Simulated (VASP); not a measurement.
# Ba (Fm-3m) in VASP: notebook

Aim: see how the results for Ba move with the level of theory and the settings. Levels: PBE+D4, RPBE. Tasks: relaxation of the atoms, single point.

Program: VASP 6.6.1. These are calculated values, not measurements. Logs are shortened: lines on timing, memory, paths and dates and some standing lists are left out, and cuts for length are marked.

## (1) The crystal as given

Symmetry: Fm-3m, No. 225, cubic system. Conventional cell: a = 6.465 Å, b = 6.465 Å, c = 6.465 Å, α = 90.00°, β = 90.00°, γ = 90.00°.

This isn't the form of Ba at room conditions, which is bcc.

## (2) Relaxation of the atoms, PBE+D4, spin-orbit coupling, no magnetisation (volume scaled by 0.8)

Contents of INCAR:

```
SYSTEM = Ba
PREC = Accurate
ENCUT = 520
EDIFF = 1E-6
ISMEAR = 1
SIGMA = 0.2
LREAL = .False.
LASPH = .True.
NELM = 100
ALGO = Fast
ISIF = 2
LWAVE = .False.
LCHARG = .False.
MAGMOM = 0 0 0
LORBIT = 11
LSORBIT = .True.
GGA_COMPAT = .False.
GGA = PE
IVDW = 13
IBRION = 2
NSW = 60
EDIFFG = -0.01
```

Contents of KPOINTS:

```
regular mesh
0
Gamma
  5 5 5
  0 0 0
```

Contents of POSCAR:

```
Ba
4.244
    0.000000000000      0.707101874647      0.707101874647
    0.707101874647      0.000000000000      0.707101874647
    0.707101874647      0.707101874647      0.000000000000
Ba
1
Direct
    0.0000000000      0.0000000000      0.0000000000
```

Potentials or basis: VASP PAW PBE potentials, release 64 (Ba_sv).

Started as:

```
> cat potpaw_PBE.64/Ba_sv/POTCAR > POTCAR
> mpirun -np 1 vasp_ncl > vasp.out
```

OUTCAR:

```text
SYSTEM = Ba
   PREC = Accurate
   ENCUT = 520
   EDIFF = 1E-6
   ISMEAR = 1
   LREAL = .False.
   LASPH = .True.
   NELM = 100
   ISIF = 2
   LORBIT = 11
   LSORBIT = .True.
   GGA = PE
   IVDW = 13
   IBRION = 2
   NSW = 60
   EDIFFG = -0.01

 ion  position               nearest neighbor table
   1  0.000  0.000  0.000-

  LATTYP: Found a face centered cubic cell.
 ALAT       =     6.0018807120

  Lattice vectors:

 A1 = (   0.0000000000,   3.0009403560,   3.0009403560)
 A2 = (   3.0009403560,   0.0000000000,   3.0009403560)
 A3 = (   3.0009403560,   3.0009403560,   0.0000000000)

Analysis of symmetry for initial positions (statically):
=====================================================================
 Subroutine PRICEL returns:
 Original cell was already a primitive cell.

 Routine SETGRP: Setting up the symmetry group for a
 face centered cubic supercell.

 Subroutine GETGRP returns: Found 48 space group operations
 (whereof 48 operations were pure point group operations)
 out of a pool of 48 trial point group operations.

The static configuration has the point symmetry O_h .

Analysis of symmetry for dynamics (positions and initial velocities):
=====================================================================
 Subroutine PRICEL returns:
 Original cell was already a primitive cell.

 Routine SETGRP: Setting up the symmetry group for a
 face centered cubic supercell.

 Subroutine GETGRP returns: Found 48 space group operations
 (whereof 48 operations were pure point group operations)
 out of a pool of 48 trial point group operations.

The dynamic configuration has the point symmetry O_h .

Analysis of structural, dynamic, and magnetic symmetry:
=====================================================================
 Subroutine PRICEL returns:
 Original cell was already a primitive cell.

 Routine SETGRP: Setting up the symmetry group for a
 face centered cubic supercell.

 Subroutine GETGRP returns: Found 48 space group operations
 (whereof 48 operations were pure point group operations)
 out of a pool of 48 trial point group operations.

The overall configuration has the point symmetry O_h .

 Subroutine INISYM returns: Found 48 space group operations
 (whereof 48 operations are pure point group operations),
 and found     1 'primitive' translations

[... 121 lines left out ...]
  ext. energy  EPLUGINS =         0.00000000
  ---------------------------------------------------
  free energy    TOTEN  =        -2.05204923 eV

  energy without entropy =       -2.04655593  energy(sigma->0) =       -2.05021813

 magnetization (z)

# of ion       s       p       d       tot
------------------------------------------
    1        0.000  -0.000  -0.000   0.000

 number of electron      10.0000000 magnetization       0.0000000     -0.0000000     -0.0000000

 Free energy of the ion-electron system (eV)
  ---------------------------------------------------
  ext. energy  EPLUGINS =         0.00000000
  ---------------------------------------------------
  free energy    TOTEN  =        -2.04477593 eV

  energy without entropy =       -2.03922134  energy(sigma->0) =       -2.04292440

 E-fermi :   2.1446     XC(G=0):  -7.9167

 val. band max:        2.0976165375   @ k =  -0.4000   0.4000   0.2000
 cond. band min:       2.2656419998   @ k =  -0.4000   0.4000   0.0000
 fundamental gap:      0.1680254623
 Fermi energy:         2.1446003476

------------------------ aborting loop because EDIFF is reached ----------------------------------------

  DFT-D4 for vdW energy calculation

  Edisp (eV):   -0.13757

  FORCE on cell =-STRESS in cart. coord.  units (eV):
  Direction    XX          YY          ZZ          XY          YZ          ZX
  --------------------------------------------------------------------------------------
  -------------------------------------------------------------------------------------
  Total       0.50213     0.50213     0.50213     0.00000    -0.00000     0.00000
  in kB      14.88419    14.88419    14.88419     0.00000    -0.00000     0.00000
  external pressure =       14.88 kB  Pullay stress =        0.00 kB

 VOLUME and BASIS-vectors are now :
 -----------------------------------------------------------------------------
  energy-cutoff  :      520.00
  volume of cell :       54.05
      direct lattice vectors                 reciprocal lattice vectors
     0.000000000  3.000940356  3.000940356    -0.166614441  0.166614441  0.166614441
     3.000940356  0.000000000  3.000940356     0.166614441 -0.166614441  0.166614441
     3.000940356  3.000940356  0.000000000     0.166614441  0.166614441 -0.166614441

 POSITION                                       TOTAL-FORCE (eV/Angst)
 -----------------------------------------------------------------------------------
      0.00000      0.00000      0.00000         0.000000      0.000000      0.000000
 -----------------------------------------------------------------------------------
    total drift:                                0.000000      0.000000     -0.000000

  FREE ENERGIE OF THE ION-ELECTRON SYSTEM (eV)
  ---------------------------------------------------
  free  energy   TOTEN  =        -2.1823484509 eV

  energy  without entropy=       -2.1767938662  energy(sigma->0) =       -2.18049692

 reached required accuracy - stopping structural energy minimisation

 Spin-Orbit-Coupling matrix elements

 Ion:    1  E_soc:     -0.4026405
 l=   1
     0.0000000    -0.0669695    -0.0669695
    -0.0669695     0.0000000    -0.0669695
    -0.0669695    -0.0669695     0.0000000
 l=   2
     0.0000000    -0.0000176     0.0000000    -0.0000176    -0.0001197
    -0.0000176     0.0000000    -0.0000898    -0.0000176    -0.0000299
     0.0000000    -0.0000898     0.0000000    -0.0000898     0.0000000
    -0.0000176    -0.0000176    -0.0000898     0.0000000    -0.0000299
    -0.0001197    -0.0000299     0.0000000    -0.0000299     0.0000000
 l=   3
     0.0000000     0.0000000     0.0000000     0.0000000     0.0000000     0.0000000     0.0000000
     0.0000000     0.0000000     0.0000000     0.0000000     0.0000000     0.0000000     0.0000000
     0.0000000     0.0000000     0.0000000     0.0000000     0.0000000     0.0000000     0.0000000
     0.0000000     0.0000000     0.0000000     0.0000000     0.0000000     0.0000000     0.0000000
     0.0000000     0.0000000     0.0000000     0.0000000     0.0000000     0.0000000     0.0000000
     0.0000000     0.0000000     0.0000000     0.0000000     0.0000000     0.0000000     0.0000000
     0.0000000     0.0000000     0.0000000     0.0000000     0.0000000     0.0000000     0.0000000

 total charge

# of ion       s       p       d       tot
------------------------------------------
    1        2.080   5.528   0.343   7.951

 magnetization (x)

# of ion       s       p       d       tot
------------------------------------------
    1       -0.000   0.000   0.000  -0.000

 magnetization (y)

# of ion       s       p       d       tot
------------------------------------------
    1        0.000   0.000  -0.000   0.000

 magnetization (z)

# of ion       s       p       d       tot
------------------------------------------
    1        0.000  -0.000  -0.000  -0.000
```

CONTCAR:

```text
Ba
   4.24400000000000
     0.0000000000000000    0.7071018746470000    0.7071018746470000
     0.7071018746470000    0.0000000000000000    0.7071018746470000
     0.7071018746470000    0.7071018746470000    0.0000000000000000
  Ba
     1
Direct
     0.0000000000000000    0.0000000000000000    0.0000000000000000

  0.00000000E+00  0.00000000E+00  0.00000000E+00
```

Wall time 30 s (1 thread of Intel Xeon Platinum 8559C (Emerald Rapids), shared host); peak memory 0.28 GiB.

What came out:

```yaml
Free_energy: -2.1823 eV
Pressure_after_relaxing: 1.5 GPa
Valence_electrons_inside_the_program's_atomic_spheres: Ba 7.95
Dispersion_energy_per_atom: -0.138 eV
```

Final structure:
```cif
data_structure
_symmetry_space_group_name_H-M 'P 1'
_symmetry_Int_Tables_number 1
_cell_length_a 4.2440
_cell_length_b 4.2440
_cell_length_c 4.2440
_cell_angle_alpha 60.000
_cell_angle_beta 60.000
_cell_angle_gamma 60.000
_cell_volume 54.05
loop_
_atom_site_label
_atom_site_type_symbol
_atom_site_fract_x
_atom_site_fract_y
_atom_site_fract_z
_atom_site_occupancy
Ba1 Ba 0.00000 0.00000 0.00000 1
```

Caveat: the k mesh is coarse (spacing up to 0.36 Å⁻¹), so the values aren't converged; the relaxation stopped at its first step, so nothing moved.

## (3) Single point, RPBE

Contents of INCAR:

```
PREC     = Accurate       # precision mode
ENCUT    = 500            # plane-wave cutoff, eV
EDIFF    = 1E-6           # SCF threshold, eV
ISMEAR   = 0              # smearing method
SIGMA    = 0.05           # smearing width, eV
LREAL    = F              # projectors in reciprocal space
LASPH    = T              # aspherical terms in the spheres
NELM     = 100            # most SCF steps
ALGO     = Normal         # electronic algorithm
ISIF     = 2              # what is computed and relaxed
LWAVE    = F              # write WAVECAR
LCHARG   = F              # write CHGCAR
GGA      = RP             # functional
```

Contents of KPOINTS:

```
Automatic mesh
0
Gamma
  7 7 7
```

Contents of POSCAR:

```
Ba
1.0
    0.0000000000      3.2326650028      3.2326650028
    3.2326650028      0.0000000000      3.2326650028
    3.2326650028      3.2326650028      0.0000000000
Ba
1
Cartesian
    0.0000000000      0.0000000000      0.0000000000
```

Potentials or basis: VASP PAW PBE potentials, release 64 (Ba_sv).

Started as:

```
> cat potpaw_PBE.64/Ba_sv/POTCAR > POTCAR
> mpirun -np 1 vasp_std > vasp.out
```

Run time: 7.2 s. Hardware: 1 thread of AMD EPYC 9R45 (Zen 5), shared host; peak memory 0.17 GiB.

It converged, with:

```
Free energy            : -1.6726 eV
Pressure               : 0.3 GPa
Band gap on the k mesh : none (metal or under the smearing width)
```

Levels at points of the mesh, in eV from the Fermi level:
```csv
k point,band 2,band 3,band 4,band 5,band 6,band 7,band 8,band 9
"(0.00, 0.00, 0.00)",-14.06,-14.06,-14.06,-2.73,1.73,1.73,1.73,3.17
```

Caveat: the PAW data sets were made with another functional, which shifts forces and pressure a little.
